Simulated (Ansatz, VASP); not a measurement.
**One calculation of BN, two programs**

```
B N
1.0
     2.41169    0.00000    0.00000
    -1.20585    2.08859    0.00000
     0.00000    0.00000    8.54340
B N
2 2
Direct
  0.33333 0.66667 0.25000
  0.66667 0.33333 0.75000
  0.33333 0.66667 0.75000
  0.66667 0.33333 0.25000
```

Change from the starting cell: biaxial strain in the a-b plane, c and atoms relaxed: -4.0 %.

Alike in both runs: functional PBE; k mesh 12 × 12 × 4; occupations gaussian, width 0.02 eV; no spin polarisation.

Ansatz relaxed the structure, and its values are those at the end. VASP's run is a single point on that final structure, the one shown.

|  | VASP | Ansatz |
| --- | --- | --- |
| version | VASP 6.6.1 | Ansatz 0.2.0 |
| potentials or method | VASP PAW PBE potentials, release 64 (B, N) | scalar-relativistic, plane waves, PAW |
| plane-wave cutoff (eV) | 520 | 420 |
| valence electrons in the cell | 16 | 16 |

|  | VASP | Ansatz | Ansatz less VASP |
| --- | --- | --- | --- |
| gap on the k mesh at the Fermi level (eV) | 4.22 | 4.22 | +0.003 |
| least direct gap on the mesh (eV) | 4.97 | 4.97 | +0.004 |
| pressure (GPa) | 26.9 | 26.9 | -0.04 |

The functional is the same, so the differences come from potentials, cutoffs and numerics.

Caveats: so large a pressure means that the cell lies far from this level's equilibrium, or that cutoff or potentials fall short (VASP); this functional lacks dispersion, which binds the layers, so the pressure and a relaxed spacing across them are unreliable. A k mesh can miss the band edges.
